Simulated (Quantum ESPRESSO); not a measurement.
# MnS (Rambergite): magnetism against biaxial strain, part 2 of 2

How does biaxial strain change the magnetic state of MnS (Rambergite)?

Quantum ESPRESSO 7.5; PBE with U = 4 eV on Mn d (ortho-atomic projectors); plane waves with GBRV 1.5 PBE potentials, no spin-orbit coupling.

So far, absolute magnetization (μB): step 2 (biaxial 0.96, ferro ++) 10; step 3 (antiferromagnetic, Kohn–Sham states 30, start moments [4.5 …) 9.67; step 5 (cell volume +17.4 %, value 1.04 factor) 10.

The database entry behind the starting cell differs from later determinations by our own check (about 0.3 % short against later determinations), so it need not match the best structure at ambient conditions.

### Step 6. A faulty input

One input was spoiled on purpose, to see how the program answers.

The input, pw.in:

```
&CONTROL
  calculation = 'scf'
  prefix = 'pwscf'
  outdir = './tmp'
  pseudo_dir = './pseudo'
  disk_io = 'nowf'
  tprnfor = .true.
  tstress = .true.
/
&SYSTEM
  ibrav = 0
  nat = 4
  ntyp = 2
  ecutwfc = 12
  ecutrho = 280
  nbnd = 34
  occupations = 'smearing'
  smearing = 'fd'
  degauss = 0.00367493
  nspin = 2
  starting_magnetization(1) = 0.3
  starting_magnetization(2) = 0
/
&ELECTRONS
  conv_thr = 8d-09
  electron_maxstep = 100
  mixing_beta = 0.3
/
ATOMIC_SPECIES
Mn     54.9380 mn_pbe_v1.5.uspp.F.UPF
S      32.0600 s_pbe_v1.4.uspp.F.UPF
CELL_PARAMETERS angstrom
   3.9760000000    0.0000000000    0.0000000000
  -1.9880000000    3.4433170054    0.0000000000
   0.0000000000    0.0000000000    6.4320000000
ATOMIC_POSITIONS crystal
Mn      0.3333333333    0.6666666667    0.0000000000
Mn      0.6666666667    0.3333333333    0.5000000000
S       0.3333333333    0.6666666667    0.3850000000
S       0.6666666667    0.3333333333    0.8850000000
K_POINTS automatic
6 6 6 0 0 0
HUBBARD {ortho-atomic}
U Mn-3d 4.0000
```

Run with:

```console
$ OMP_NUM_THREADS=1 mpirun -n 2 pw.x -nk 2 -in pw.in > pw.out
```

Output:

```text
[banner, memory and clock lines left out]
Program PWSCF v.7.5 starts

     Message from routine setup:
     using ibrav=0 with symmetry is DISCOURAGED, use correct ibrav instead

     bravais-lattice index     =            0
     lattice parameter (alat)  =       7.5136  a.u.
     unit-cell volume          =     594.2457 (a.u.)^3
     number of atoms/cell      =            4
     number of atomic types    =            2
     number of electrons       =        42.00
     number of Kohn-Sham states=           34
     kinetic-energy cutoff     =      12.0000  Ry
     charge density cutoff     =     280.0000  Ry
     scf convergence threshold =      8.0E-09
     mixing beta               =       0.3000
     number of iterations used =            8  plain     mixing
     Exchange-correlation=  SLA  PW   PBX  PBC
                           (   1   4   3   4   0   0   0)
     Hubbard projectors: ortho-atomic
     Hubbard parameters of DFT+U (Dudarev formulation) in eV:
     U(Mn-3d) =  4.0000

     Internal variables: lda_plus_u =T, lda_plus_u_kind = 0

     Internal variables: orbital_resolved =F, hub_pot_fix =F, apply_U = F

     [... lines left out ...]
     PseudoPot. # 1 for Mn read from file:
     mn_pbe_v1.5.uspp.F.UPF
     Pseudo is Ultrasoft + core correction, Zval = 15.0

     PseudoPot. # 2 for S  read from file:
     s_pbe_v1.4.uspp.F.UPF
     Pseudo is Ultrasoft + core correction, Zval =  6.0

     atomic species   valence    mass     pseudopotential
     Mn               15.00    54.93800     Mn( 1.00)
     S                 6.00    32.06000     S ( 1.00)

     Starting magnetic structure
     atomic species   magnetization
     Mn              0.300
     S               0.000

     12 Sym. Ops. (no inversion) found ( 6 have fractional translation)

   Cartesian axes

     site n.     atom                  positions (alat units)
         1        Mn     tau(   1) = (  -0.0000000   0.5773503   0.0000000  )
         2        Mn     tau(   2) = (   0.5000000   0.2886751   0.8088531  )
         3        S      tau(   3) = (  -0.0000000   0.5773503   0.6228169  )
         4        S      tau(   4) = (   0.5000000   0.2886751   1.4316700  )

     number of k points=    28  Fermi-Dirac smearing, width (Ry)=  0.0037

     Dense  grid:    46931 G-vectors     FFT dimensions: (  45,  45,  72)

     Smooth grid:     3357 G-vectors     FFT dimensions: (  18,  18,  30)

     Check: negative core charge=   -0.000033
     Generating pointlists ...
     new r_m :   0.2502 (alat units)  1.8800 (a.u.) for type    1
     new r_m :   0.2502 (alat units)  1.8800 (a.u.) for type    2

     Initial potential from superposition of free atoms

     starting charge      40.9998, renormalised to      42.0000

     STARTING HUBBARD OCCUPATIONS:

     =================== HUBBARD OCCUPATIONS ===================
     ------------------------ ATOM    1 ------------------------
     Tr[ns(  1)] (up, down, total) =   5.00000  0.00000  5.00000
     Atomic magnetic moment for atom   1 =   5.00000
     [... lines left out ...]
     ------------------------ ATOM    2 ------------------------
     Tr[ns(  2)] (up, down, total) =   5.00000  0.00000  5.00000
     Atomic magnetic moment for atom   2 =   5.00000
     [... lines left out ...]
     Number of occupied Hubbard levels =   10.0000

     Atomic wfc used for Hubbard projectors are orthogonalized

     Starting wfcs are   34 randomized atomic wfcs

     Self-consistent Calculation

     iteration #  1     ecut=    12.00 Ry     beta= 0.30
     Davidson diagonalization with overlap
     ethr =  1.00E-02,  avg # of iterations =  4.4

     =================== HUBBARD OCCUPATIONS ===================
     ------------------------ ATOM    1 ------------------------
     Tr[ns(  1)] (up, down, total) =   1.48234  0.32331  1.80565
     Atomic magnetic moment for atom   1 =   1.15903
     [... lines left out ...]
     ------------------------ ATOM    2 ------------------------
     Tr[ns(  2)] (up, down, total) =   1.48234  0.32331  1.80565
     Atomic magnetic moment for atom   2 =   1.15903
     [... lines left out ...]
     Number of occupied Hubbard levels =    3.6113

     total energy              =    -439.74209532 Ry
     estimated scf accuracy    <      36.75174186 Ry

     total magnetization       =     3.05 Bohr mag/cell
     absolute magnetization    =     3.14 Bohr mag/cell

     [... further iterations left out ...]

     iteration # 17     ecut=    12.00 Ry     beta= 0.30
     Davidson diagonalization with overlap
     ethr =  4.01E-11,  avg # of iterations =  2.0

     negative rho (up, down):  0.000E+00 1.550E-03

     Magnetic moment per site  (integrated on atomic sphere of radius R)
     atom   1 (R=0.250)  charge= 12.8941  magn=  3.9891
     atom   2 (R=0.250)  charge= 12.8941  magn=  3.9891
     atom   3 (R=0.250)  charge=  4.1669  magn=  0.0268
     atom   4 (R=0.250)  charge=  4.1669  magn=  0.0268

     End of self-consistent calculation

     =================== HUBBARD OCCUPATIONS ===================
     ------------------------ ATOM    1 ------------------------
     Tr[ns(  1)] (up, down, total) =   4.80649  0.50266  5.30915
     Atomic magnetic moment for atom   1 =   4.30382
     [... lines left out ...]
     ------------------------ ATOM    2 ------------------------
     Tr[ns(  2)] (up, down, total) =   4.80649  0.50266  5.30915
     Atomic magnetic moment for atom   2 =   4.30382
     [... lines left out ...]
     Number of occupied Hubbard levels =   10.6183

     [... lines left out ...]
     the Fermi energy is     7.7216 ev

!    total energy              =    -441.19248463 Ry
     estimated scf accuracy    <          7.5E-10 Ry
     smearing contrib. (-TS)   =      -0.00080615 Ry
     internal energy E=F+TS    =    -441.19167848 Ry

     The total energy is F=E-TS. E is the sum of the following terms:
     one-electron contribution =    -247.81974186 Ry
     hartree contribution      =     122.13686155 Ry
     xc contribution           =     -62.81752174 Ry
     ewald contribution        =    -252.87415758 Ry
     Hubbard energy            =       0.18288114 Ry

     total magnetization       =     9.42 Bohr mag/cell
     absolute magnetization    =     9.48 Bohr mag/cell

     convergence has been achieved in  17 iterations

     negative rho (up, down):  0.000E+00 1.550E-03

     Forces acting on atoms (cartesian axes, Ry/au):

     atom    1 type  1   force =    -0.00000000    0.00000000    0.01017081
     atom    2 type  1   force =     0.00000000   -0.00000000    0.01017081
     atom    3 type  2   force =     0.00000000    0.00000000   -0.01017081
     atom    4 type  2   force =     0.00000000    0.00000000   -0.01017081

     Total force =     0.020342     Total SCF correction =     0.000036

     Computing stress (Cartesian axis) and pressure

     negative rho (up, down):  0.000E+00 1.550E-03
          total   stress  (Ry/bohr**3)                   (kbar)     P=   -16475.82
  -0.11204090   0.00000000   0.00000000       -16481.79        0.00        0.00
   0.00000000  -0.11204090   0.00000000            0.00   -16481.79        0.00
   0.00000000   0.00000000  -0.11191922            0.00        0.00   -16463.89
```

Run time: 32 s. Hardware: 2 MPI ranks of Intel Xeon Platinum 8375C at 2.90GHz (Ice Lake), shared host; peak memory 0.31 GiB.

Convergence was reached, yet the input spoils the result.

The fault in the input: a cutoff far too low.

The two runs compared:

```
                   quantity  this run  same start on sound input  difference
        largest moment (μB)    3.9891                     4.3559      -0.367
         magnetization (μB)     9.418                         10      -0.582
absolute magnetization (μB)     9.483                         10      -0.517
```

One result that differs is the largest moment, 3.99 μB against 4.36 μB.

### Step 7. Trends

The runs not shown differ from these in the moved quantity alone.

States, by row:

```
biaxial       ferro ++       antiferro +-  no spin polarisation
   0.96  ferromagnetic  antiferromagnetic          non-magnetic
   0.98  ferromagnetic  antiferromagnetic          non-magnetic
      1  ferromagnetic  antiferromagnetic          non-magnetic
   1.02  ferromagnetic  antiferromagnetic          non-magnetic
   1.04  ferromagnetic  antiferromagnetic          non-magnetic
```

Table of largest site moment by biaxial:

```
biaxial (factor)  ferro ++ (μB)  antiferro +- (μB)
          0.9600           4.25               4.20
          0.9800           4.31               4.26
          1.0000           4.36               4.31
          1.0200           4.40               4.36
          1.0400           4.43               4.39
```

Table of energy less that of the parallel start by biaxial; values in meV a seeded atom:

```
biaxial (factor)  antiferro +-  no spin polarisation
          0.9600         -74.7                  3762
          0.9800         -65.0                  4035
          1.0000         -56.6                  4279
          1.0200         -49.3                  4496
          1.0400         -43.0                  4689
```

Energy over the lowest against biaxial; values in meV an atom:

```
biaxial (factor)  ferro ++  antiferro +-  no spin polarisation
          0.9600       169           132                  2050
          0.9800      96.4          63.9                  2114
          1.0000      50.2          21.9                  2190
          1.0200      26.4          1.73                  2274
          1.0400      21.5             0                  2366
```

### Step 8. Outcome

```
moment, parallel start       : 4.25 to 4.43 μB
states met from these starts : antiferromagnetic and ferromagnetic
```

In words: The moment of the parallel start goes from 4.25 μB at 0.96 to 4.43 μB at 1.04. The net moment of the cell goes from 10 to 10 μB. The radius of the spheres follows the nearest distance, so part of the change of the site moments is the spheres'. The largest moment of the start antiferro +- lies between 4.20 and 4.39 μB. The start antiferro +- lies under the parallel one at every finished point, by 43.0 to 74.7 meV a seeded atom.

[Logs and program files are shortened in this print: banners, set-up blocks, solver, clock and traceback lines can be left out without a mark of their own.]

[Logs are printed without paths, hosts, clocks, repeated set-up lines and the standing remarks that a program may print on its own settings, such as how far it seeks lower states.]

[Hosts, paths, dates, database ids (printed as entryN), source tags and the programs' standing remarks are cut or masked in the printed files.]

[Where a cell is said to come from a database of computed structures, the database is the Materials Project.]
